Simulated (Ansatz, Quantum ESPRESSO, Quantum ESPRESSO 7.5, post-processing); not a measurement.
**Ballistic transmission: Ge chain with a H atom bridging one bond**

Aim: the zero-bias transmission with pwcond for this junction: Ge chain with a H atom bridging one bond.

Main program and level: Quantum ESPRESSO 7.5; plane-wave DFT, LDA, GBRV ultrasoft pseudopotentials (cross-check by Ansatz 0.2.0 with PAW datasets).

Most raw output is cut from this account.

## 1. The starting structure

The cell holds 11 atoms: 10 Ge and 1 H. Its edges and angles: a = 7.500 Å, b = 7.500 Å, c = 23.700 Å, α = 90.0°, β = 90.0°, γ = 90.0°. Regions: left lead, 5 atoms (5 Ge); channel, 1 atom (1 H); right lead, 5 atoms (5 Ge). Vacuum lies along a and b. The structure is stacked along c, and the current runs across the ab planes.

## 2. SCF with pw.x

One periodic cell holds a stretch of lead, the junction and more lead; the atoms stay as built.

Input file scf.in:

```
&control
  prefix = 'scf'
  outdir = './out'
  pseudo_dir = './pseudo'
  calculation = 'scf'
  tprnfor = .true.
/
&system
  ibrav = 0
  nat = 11
  ntyp = 2
  ecutwfc = 34
  ecutrho = 170
  occupations = 'smearing'
  smearing = 'mv'
  degauss = 0.01
/
&electrons
  conv_thr = 1e-07
  mixing_beta = 0.25
  electron_maxstep = 120
  mixing_mode = 'local-TF'
/
ATOMIC_SPECIES
  Ge  72.6300  ge_lda_v1.4.uspp.F.UPF
  H   1.0080  h_lda_v1.4.uspp.F.UPF
CELL_PARAMETERS angstrom
  7.50000000000000 0.00000000000000 0.00000000000000
  0.00000000000000 7.50000000000000 0.00000000000000
  0.00000000000000 0.00000000000000 23.70000000000000
ATOMIC_POSITIONS crystal
  Ge  0.500000000000 0.500000000000 0.000000000000
  Ge  0.500000000000 0.500000000000 0.099156118143
  Ge  0.500000000000 0.500000000000 0.198312236287
  Ge  0.500000000000 0.500000000000 0.297468354430
  Ge  0.500000000000 0.500000000000 0.396624472574
  H   0.582711322000 0.500000000000 0.450421940928
  Ge  0.500000000000 0.500000000000 0.504219409283
  Ge  0.500000000000 0.500000000000 0.603375527426
  Ge  0.500000000000 0.500000000000 0.702531645570
  Ge  0.500000000000 0.500000000000 0.801687763713
  Ge  0.500000000000 0.500000000000 0.900843881857
K_POINTS automatic
  1 1 3 0 0 0
```

Started as:

```
OMP_NUM_THREADS=1 mpirun -n 2 pw.x -nk 1 -in scf.in > scf.out
```

Wall time 3.1 min (2 MPI ranks of Arm Neoverse N1, shared host); peak memory 1.5 GiB.

Numbers from this step:

| Quantity | Value |
| --- | --- |
| free energy | -28986.6082 eV |
| Fermi energy | -2.836 eV |

The program's own clock; routines nest. Time by routine:

```csv
routine,wall time (s),calls
PWSCF,187.3,1
electrons,179,1
c_bands,118,13
cegterg,115.3,26
h_psi,79.16,144
fftw,70.38,12364
vloc_psi,61.56,144
sum_band,31.22,13
mix_rho,17.47,13
calbec,13.24,178
newd,12.67,13
ffts,11.21,1379
add_vuspsi,8.56,144
h_psi:calbec,8.52,144
```

The run needed 12 iterations to bring the estimated error under 1e-07 Ry; the largest force on any atom, held or free, is 4.90 eV/Å.

## 3. The open system

prefixt takes both regions from one run: the lead from 0 to bdl, the scattering region from bdl to bds (units of alat). ikind = 1 puts the same lead on both sides. The program's T_tot counts both spins in a run without spin; the tables below give T per spin.

Input file cond.in:

```
&inputcond
  outdir = './out'
  prefixt = 'scf'
  tran_file = 'cond.dat'
  bdl = 0.6266666667
  bds = 3.1600000000
  ikind = 1
  ewind = 4.0
  epsproj = 1e-05
  nz1 = 7
  energy0 = 2.0
  denergy = -0.1
/
1
  0.00000000 0.00000000 1.00000000
41
```

Started as:

```
OMP_NUM_THREADS=1 mpirun -n 2 pwcond.x -in cond.in > cond.out
```

Wall time 5.7 min (2 MPI ranks); peak memory 0.55 GiB.

This step gave:

| Item | Value |
| --- | --- |
| lead channels at the Fermi level, one spin | 3 |
| transmission at the Fermi level, one spin | 2.796 |
| conductance | 2.796 G₀ |

Per spin. Table of open channels by energy, zero at the Fermi level:

```csv
energy (eV),open channels
-2.00,1
-1.90,1
-1.70,1
-1.60,1
-1.40,1
-1.30,1
-1.20,1
-1.00,3
-0.90,3
-0.80,3
-0.60,3
-0.50,3
-0.30,3
-0.20,3
-0.10,3
0.00,3
0.10,3
0.20,3
0.30,3
0.50,3
0.60,3
0.80,3
0.90,3
1.00,3
1.20,3
1.30,3
1.40,3
1.60,3
1.70,3
1.90,3
2.00,3
```

Per spin. Transmission against energy, zero at the Fermi level:

```csv
energy (eV),transmission
-2.00,0.631
-1.90,0.565
-1.80,0.475
-1.70,0.348
-1.60,0.180
-1.50,0.0209
-1.40,0.0662
-1.20,0.756
-1.10,1.81
-1.00,2.23
-0.90,2.39
-0.80,2.49
-0.70,2.56
-0.60,2.62
-0.50,2.67
-0.40,2.71
-0.30,2.74
-0.20,2.77
-0.10,2.78
0.00,2.80
0.10,2.80
0.20,2.81
0.30,2.81
0.40,2.82
0.50,2.82
0.60,2.51
0.70,2.84
0.80,2.85
0.90,2.86
1.00,2.87
1.10,2.88
1.20,2.89
1.40,2.90
1.50,2.91
1.60,2.91
1.70,2.92
1.80,2.92
1.90,2.91
2.00,2.97
```

The program's own clock; routines nest. Time by routine:

```csv
routine,wall time (s),calls
PWCOND,342.7,1
scatter_forw,294.2,82
local,22.07,1
compbs,21.05,41
compbs_2,17.3,41
init,1.72,1
poten,0.13,1
```

At no point does T exceed the number of channels.

## 4. Transmission with pwcond.x, with nz1 = 3

How much does a setting matter? One run is repeated with a change.

cond.w.in, as its differences from the input of step 3:

```diff
@@ -3,3 +3,3 @@
   prefixt = 'scf'
-  tran_file = 'cond.dat'
+  tran_file = 'cond.w.dat'
   bdl = 0.6266666667
@@ -9,3 +9,3 @@
   epsproj = 1e-05
-  nz1 = 7
+  nz1 = 3
   energy0 = 2.0
```

Started as:

```
OMP_NUM_THREADS=1 mpirun -n 2 pwcond.x -in cond.w.in > cond.w.out
```

The job ended after 4.7 min (2 MPI ranks; peak memory 0.55 GiB).

The changed values were drawn from a wide range, not chosen for quality; the comparison shows what they did here together.

Beside the run it was changed from:

```csv
quantity,this run,unchanged run,difference
"transmission at the Fermi level, one spin",2.796,2.796,1.3e-4
"lead channels at the Fermi level, one spin",3,3,0
wall time (s),285,343,
```

Over all energies T moves by up to 0.037, at 0.6 eV.

The physical values in this table stay within 0.05 %.

## 5. Cross-check with Ansatz

A second code with its own PAW datasets, on the same atoms.

Level of this step: plane-wave DFT, LDA, Ansatz PAW (Ansatz 0.2.0).

Input file input.yaml:

```yaml
crystal:
  lattice:
    - [7.5, 0.0, 0.0]
    - [0.0, 7.5, 0.0]
    - [0.0, 0.0, 23.7]
  atoms:
    - { symbol: Ge, position: [0.5, 0.5, 0.0] }
    - { symbol: Ge, position: [0.5, 0.5, 0.0991561181] }
    - { symbol: Ge, position: [0.5, 0.5, 0.1983122363] }
    - { symbol: Ge, position: [0.5, 0.5, 0.2974683544] }
    - { symbol: Ge, position: [0.5, 0.5, 0.3966244726] }
    - { symbol: H, position: [0.582711322, 0.5, 0.4504219409] }
    - { symbol: Ge, position: [0.5, 0.5, 0.5042194093] }
    - { symbol: Ge, position: [0.5, 0.5, 0.6033755274] }
    - { symbol: Ge, position: [0.5, 0.5, 0.7025316456] }
    - { symbol: Ge, position: [0.5, 0.5, 0.8016877637] }
    - { symbol: Ge, position: [0.5, 0.5, 0.9008438819] }
kpoints:
  mp_grid: { grid: [1, 1, 4] }
hamiltonian:
  xc: lda
scf:
  occupations: { method: fermi_dirac, width: 0.1 }
  convergence: { dr2_threshold: 1.0e-08 }
output:
  transmission:
    leads: [[0, 1]]
    e_range: [-2.0, 2.0]
    de: 0.05
    kmesh: [1, 1]
    reduced_basis: true
  write_potential: true
  write_density: true
  volumetric_format: npy
  elf: true
```

Started as:

```
ansatz run input.yaml --threads 2 --pin off --max-ram 4096MiB --backend cpu --events-out ev --progress --plain --runs-dir out
```

It took 2.2 min on 2 threads; peak memory 1.3 GiB; 4.1 min of CPU time.

Numbers from this step:

```
free energy                                  : -42152.4700 eV
energy at zero smearing                      : -42152.3278 eV
smearing term TS                             : 0.2845 eV
Fermi energy                                 : -2.817 eV
symmetry operations                          : 4
step of the lead's Hamiltonian over a period : 9.8 meV
```

Per spin. The transmission by energy, zero at the Fermi level:

```csv
energy (eV),transmission
-2.00,0.627
-1.90,0.560
-1.80,0.467
-1.70,0.338
-1.55,0.0811
-1.45,0.00434
-1.35,0.228
-1.25,0.605
-1.15,0.868
-1.05,2.10
-0.90,2.37
-0.80,2.47
-0.70,2.55
-0.60,2.62
-0.50,2.67
-0.40,2.72
-0.25,2.76
-0.15,2.78
-0.05,2.79
0.00,2.80
0.05,2.80
0.15,2.81
0.25,2.82
0.40,2.83
0.50,2.83
0.60,2.84
0.70,2.85
0.80,2.85
0.90,2.86
1.05,2.87
1.15,2.88
1.25,2.89
1.35,2.90
1.45,2.90
1.55,2.91
1.70,2.92
1.80,2.92
1.90,2.93
1.95,2.94
2.00,0.985
```

Per spin. Table of open channels by energy, zero at the Fermi level:

```csv
energy (eV),open channels
-2.000,1
-1.800,1
-1.600,1
-1.400,1
-1.200,1
-1.000,3
-0.800,3
-0.600,3
-0.400,3
-0.200,3
0.000,3
0.200,3
0.400,3
0.600,3
0.800,3
1.000,3
1.200,3
1.400,3
1.600,3
1.800,3
2.000,1
```

ELF in the ca plane at fractional y = 0.500, with atoms of Ge and H within 0.2 Å of it. It is the smooth field of the valence electrons, not physical close to the nuclei.

Values, 11 rows by 16 columns, each cell a mean:
```
0.01 0.00 0.01 0.01 0.01 0.01 0.00 0.00 0.00 0.00 0.00 0.00 0.01 0.01 0.01 0.01
0.11 0.07 0.11 0.11 0.09 0.10 0.06 0.06 0.03 0.04 0.06 0.06 0.10 0.09 0.13 0.09
0.39 0.24 0.38 0.35 0.30 0.36 0.22 0.27 0.22 0.23 0.27 0.25 0.38 0.27 0.42 0.30
0.56 0.46 0.56 0.55 0.50 0.55 0.46 0.49 0.70 0.58 0.49 0.48 0.55 0.48 0.58 0.51
0.28 0.49 0.32 0.44 0.41 0.33 0.50 0.27 0.79 0.54 0.33 0.50 0.28 0.50 0.33 0.42
0.07 0.47 0.15 0.32 0.31 0.15 0.46 0.06 0.43 0.26 0.19 0.43 0.06 0.46 0.15 0.32
0.39 0.52 0.42 0.47 0.49 0.41 0.47 0.43 0.46 0.47 0.46 0.45 0.40 0.52 0.41 0.48
0.55 0.42 0.55 0.49 0.51 0.53 0.32 0.66 0.54 0.63 0.56 0.33 0.59 0.44 0.55 0.49
0.28 0.19 0.29 0.25 0.27 0.27 0.11 0.36 0.31 0.36 0.26 0.12 0.32 0.22 0.29 0.24
0.06 0.04 0.06 0.06 0.06 0.05 0.02 0.06 0.06 0.07 0.04 0.02 0.07 0.05 0.07 0.05
0.00 0.00 0.00 0.00 0.00 0.00 0.00 0.00 0.00 0.00 0.00 0.00 0.00 0.00 0.00 0.00
```
Columns run along c (16.0 Å, from fractional 0.09 to 0.76 of the cell), rows up along a (7.5 Å). Atoms in or near the plane, at fractional coordinates: Ge at (0.10, 0.50), Ge at (0.20, 0.50), Ge at (0.30, 0.50), Ge at (0.40, 0.50), H at (0.45, 0.58), Ge at (0.50, 0.50), Ge at (0.60, 0.50), Ge at (0.70, 0.50).

Valence density in the ca plane at fractional y = 0.500, with atoms of Ge and H within 0.2 Å of it. It is the smooth field of the valence electrons, not physical close to the nuclei.

Ten steps, logarithmic in the rise over the least value, from '0' (0 e/Å³) to '9' (38 e/Å³), each cell a mean:
```
00000000000000000000000000000000000000000000
00000000000000000000000000000000000000000000
00000000000000000000000000000000000000000000
00000000000000000000000000000000000000000000
00000000000000000000000000000000000000000000
00000000000000000000000000000000000000000000
00000000000000000000000111000000000000000000
22110112211112211011221232122111122110112211
56421146521125641124653332465211256411146521
89621269842148962126983222698422389621269841
78521258731137852125873112587311378521258731
33211123311113321112331111233111133211123311
11100011100001110001110000111000011100011100
00000000000000000000000000000000000000000000
00000000000000000000000000000000000000000000
00000000000000000000000000000000000000000000
00000000000000000000000000000000000000000000
00000000000000000000000000000000000000000000
00000000000000000000000000000000000000000000
00000000000000000000000000000000000000000000
```
Columns run along c (16.0 Å, from fractional 0.09 to 0.76 of the cell), rows up along a (7.5 Å). Atoms in or near the plane, at fractional coordinates: Ge at (0.10, 0.50), Ge at (0.20, 0.50), Ge at (0.30, 0.50), Ge at (0.40, 0.50), H at (0.45, 0.58), Ge at (0.50, 0.50), Ge at (0.60, 0.50), Ge at (0.70, 0.50).

Ansatz finds T = 2.80 against pwcond's 2.80.

## 6. All levels side by side

All levels:

```csv
step,T at the Fermi level (per spin),conductance (G0),r.m.s. T(E) from the first,CPU time of the step (s),peak memory (GiB)
Ansatz,2.796,-,0,247.8,1.328
pwcond,2.796,2.796,0.3148,686.4,0.55
"pwcond, changed setting",2.796,2.796,0.3162,569.1,0.55
```

Per spin. The transmission by energy, zero at the Fermi level:

```csv
energy (eV),Ansatz,pwcond,"pwcond, changed setting"
-2.00,0.627,0.631,0.630
-1.80,0.467,0.475,0.474
-1.60,0.168,0.180,0.179
-1.40,0.0759,0.0662,0.0665
-1.20,0.755,0.756,0.757
-1.00,2.23,2.23,2.23
-0.90,2.37,2.39,2.39
-0.70,2.55,2.56,2.56
-0.50,2.67,2.67,2.67
-0.30,2.75,2.74,2.74
-0.10,2.78,2.78,2.78
0.00,2.80,2.80,2.80
0.10,2.80,2.80,2.80
0.30,2.82,2.81,2.81
0.50,2.83,2.82,2.82
0.70,2.85,2.84,2.84
0.90,2.86,2.86,2.86
1.00,2.87,2.87,2.87
1.20,2.88,2.89,2.89
1.40,2.90,2.90,2.90
1.60,2.91,2.91,2.91
1.80,2.92,2.92,2.92
1.90,2.93,2.91,2.91
2.00,0.985,2.97,2.97
```

## 7. Worked from the printed numbers

G = 2.8 × 77.48 µS = 217 µS a cell, a resistance of 4.62 kΩ.

## 8. Results

- conductance from T at the Fermi level, a cell (G₀ = 2e²/h): 2.80 G₀
- lead channels per spin: 3.00
- the same conductance by Ansatz: 2.80 G₀

**Reading.** The junction conducts 2.80 G₀ a cell at the Fermi level (LDA, GBRV ultrasoft). At the Fermi level the junction passes 93 % of what the leads offer, nearly all. At the Fermi level pwcond and Ansatz differ by 0.018 %, a close match. Over -2 to 2 eV, T lies between 0.021 and 3.0 per spin. The geometry is as built, not relaxed, and the leads are short.

[Logs are printed without paths, hosts, clocks, repeated set-up lines and the standing remarks that a program may print on its own settings, such as how far it seeks lower states.]

[Hosts, paths, dates, database ids (printed as entryN), source tags and the programs' standing remarks are cut or masked in the printed files.]

[Maps of the electrostatic potential energy from Ansatz leave out the sawtooth potential of an applied field or a dipole correction, so their vacuum need not be flat; planar profiles and work functions include it.]
